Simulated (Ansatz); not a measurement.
**Cu (Copper) (110): surface energy and levels**

The task, for Cu (Copper): compute energy, relaxation and work function or band edges of the (110) face.

Computed with Ansatz 0.2.0 (DFT LDA, scalar-relativistic, plane waves, PAW, unless a step's input says otherwise).

2 further runs of the same task are left out: 2 set aside as unsound or not needed.

## Step 1: The structure to begin with

The structure is cubic, space group Fm-3m (No. 225). The conventional cell has a = 3.519 Å, b = 3.519 Å, c = 3.519 Å, α = 90.00°, β = 90.00°, γ = 90.00°. Around Cu (site symmetry m-3m) lie 12 Cu at 2.49 Å.

As a file:

```cif
data_structure
_symmetry_space_group_name_H-M 'Fm-3m'
_symmetry_Int_Tables_number 225
_cell_length_a 3.5186
_cell_length_b 3.5186
_cell_length_c 3.5186
_cell_angle_alpha 90.000
_cell_angle_beta 90.000
_cell_angle_gamma 90.000
_cell_volume 43.56
loop_
_atom_site_label
_atom_site_type_symbol
_atom_site_symmetry_multiplicity
_atom_site_Wyckoff_symbol
_atom_site_fract_x
_atom_site_fract_y
_atom_site_fract_z
_atom_site_occupancy
Cu1 Cu 4 a 0.00000 0.00000 0.00000 1
```

It is the result of an earlier relaxation at this level (volume 10.89 Å³/atom; gap on the mesh: none (metal)).

## Step 2: Bulk reference on the slab's mesh

Contents of input.yaml:

```yaml
crystal:
  lattice:
    - [2.4880527801, 0.0, 0.0]
    - [0.0, 3.5186379855, 0.0]
    - [1.2440263901, 1.7593189928, 1.2440263901]
  atoms:
    - { symbol: Cu, position: [0.0, 0.0, 0.0] }
basis:
  ecutwfc: 420
kpoints:
  mp_grid: { grid: [14, 10, 27] }
hamiltonian:
  xc: lda
scf:
  occupations: { method: gaussian, width: 0.1 }
output:
  forces: true
  stress: true
  eigenvalues: true
```

Run with:

```sh
$ ansatz run input.yaml --threads 2 --pin off --max-ram 5120MiB --backend cpu --events-out ev --progress --plain --runs-dir out
```

Standard output (excerpt; [...] marks lines left out):

```text
[...]
SCF converged after 6 iterations
Free energy (F): -6555.721210 eV
[...]
E sigma→0 (E₀):  -6555.720353 eV
Entropy (-TS):   -0.001714 eV (-1.714 meV/atom)
Fermi energy:    18.158445 eV
[...]
--- Forces (eV/Å), atoms counted from 1 ---
  atom   1  Cu     0.00000000     0.00000000     0.00000000
[...]
--- Stress (GPa, compression-positive) ---
        0.213618      -0.104424       0.018282
       -0.104424      -0.026957       0.099037
        0.018282       0.099037      -0.422798
  P = ⅓ Tr σ = -0.0787 GPa (-0.787 kbar)
--- Band table (eV; the first three rows and the last of 1892) ---
  k-point 0: bands = ["-93.8083", "-51.5415", "-51.5393", "-51.5370", "8.0864", "14.8365", "14.8374", "14.8387", "15.7992", "15.8010", "41.5085", "44.4416", "44.4421", "44.4423"]
[...]
```

Wall time 10 s (2 threads of Arm Neoverse V1, shared host); peak memory 0.57 GiB.

The bulk reference has the slab's in-plane cell, mesh and smearing. Its energy with the smearing taken to zero: -6555.7204 eV/atom.

## Step 3: Cutting the (110) slab

Planes are indexed in the bulk's conventional cell (Fm-3m (No. 225)), a = 3.519 Å, b = 3.519 Å, c = 3.519 Å, α = 90.00°, β = 90.00°, γ = 90.00°.

Cut from the relaxed bulk: a (110) slab, 12.4 Å thick as cut, with 15 Å of vacuum; its outer planes are Cu (top) and Cu (bottom).

The slab as cut. Its planes from the bottom up:

```
plane  atoms per cell  height over the lowest (Å)
    1              Cu                        0.00
    2              Cu                        1.24
    3              Cu                        2.49
    4              Cu                        3.73
    5              Cu                        4.98
    6              Cu                        6.22
    7              Cu                        7.46
    8              Cu                        8.71
    9              Cu                        9.95
   10              Cu                       11.20
   11              Cu                       12.44
```

(Part 1 of 3 ends here.)
